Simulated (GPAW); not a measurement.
A run of GPAW 26.7.0 is set up as follows.

The input run.py:

```python
from ase.dft.bandgap import bandgap
from ase.io import read, write
from ase.units import GPa
from gpaw import GPAW, PW

atoms = read('POSCAR')

calc = GPAW(mode=PW(600),
            xc='PBE',
            kpts={'size': (10, 10, 5), 'gamma': True},
            occupations={'name': 'methfessel-paxton', 'order': 0, 'width': 0.013000000000000001},
            nbands=24,
            convergence={'density': 1e-05, 'energy': 1e-05},
            maxiter=150,
            txt='gpaw.txt')
atoms.calc = calc
energy = atoms.get_potential_energy()
forces = atoms.get_forces()
stress = atoms.get_stress()
calc.write('gs.gpw')
write('result.traj', atoms)
print(f'Energy: {energy:.6f} eV')
print('Forces (eV/A):')
print(forces.round(4))
print('Stress (GPa):', (stress / GPa).round(3))
print('Fermi level:', round(calc.get_fermi_level(), 4), 'eV')
print(f'Gap: {bandgap(calc)[0]:.4f} eV, direct: {bandgap(calc, direct=True)[0]:.4f} eV')
```

The input POSCAR:

```
Hf
1.0
    3.1967000000      0.0000000000      0.0000000000
   -1.5983500000      2.7684234083      0.0000000000
    0.0000000000      0.0000000000      5.0578000000
Hf
2
Direct
    0.6666666667      0.3333333333      0.7500000000
    0.3333333333      0.6666666667      0.2500000000
```

Potentials or basis: GPAW PAW data sets (gpaw-data 1.2.1), pw.

Command:

```bash
$ OMP_NUM_THREADS=1 python run.py
```

(1) What does it give for the band gap on the k mesh?

(2) Estimate the pressure.

Results:

(1) none (metal or under the smearing width).

(2) 0.9 GPa.
